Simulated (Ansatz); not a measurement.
# ZrN: the cost of one run

Program: Ansatz 0.2.0. Level of theory: DFT PBEsol, scalar-relativistic, plane waves, PAW. These are calculated values, not measurements.

2 further runs of the same task are left out: 2 set aside as unsound or not needed.

## Step 1: The starting structure

The structure is cubic, space group Fm-3m (No. 225). Conventional cell: a = 4.553 Å, b = 4.553 Å, c = 4.553 Å, α = 90.00°, β = 90.00°, γ = 90.00°. Zr (site symmetry m-3m) is surrounded by 6 N at 2.28 Å. Around N (site symmetry m-3m) lie 6 Zr at 2.28 Å.

Coordinates:

```xyz
2
Lattice="0.0000 2.2765 2.2765 2.2765 0.0000 2.2765 2.2765 2.2765 0.0000" Properties=species:S:1:pos:R:3 pbc="T T T"
Zr    0.0000    0.0000    0.0000
N     2.2765    2.2765    2.2765
```

This cell was relaxed beforehand with the same method: volume 11.80 Å³/atom, gap on the mesh none (metal).

## Step 2: Relaxing at 16 GPa

At a set pressure the run lowers the enthalpy E + PV, so the energy alone may rise along the way.

input.yaml reads:

```yaml
crystal:
  lattice:
    - [0.0, 2.2765405738, 2.2765405738]
    - [2.2765405738, 0.0, 2.2765405738]
    - [2.2765405738, 2.2765405738, 0.0]
  atoms:
    - { symbol: Zr, position: [0.0, 0.0, 0.0] }
    - { symbol: "N", position: [0.5, 0.5, 0.5] }
basis:
  ecutwfc: 420
kpoints:
  mp_grid: { grid: [16, 16, 16] }
hamiltonian:
  xc: pbesol
scf:
  occupations: { method: fermi_dirac, width: 0.15 }
output:
  forces: true
  stress: true
  eigenvalues: true
  write_density: true
  write_potential: true
  elf: true
  volumetric_format: npy
relax:
  adjacent_minimum: "off"
  f_tol: 0.001
  max_steps: 60
  cell: { stress_tol: 0.02, p_target: 16.0 }
```

Command:

```sh
ansatz run input.yaml --threads 1 --pin off --max-ram 3072MiB --backend cpu --events-out ev --progress --plain --runs-dir out
```

What time and memory should one allow on 1 thread of Intel Xeon Platinum 8488C (Sapphire Rapids), shared host?

About 15 s, with a peak of 0.42 GiB.
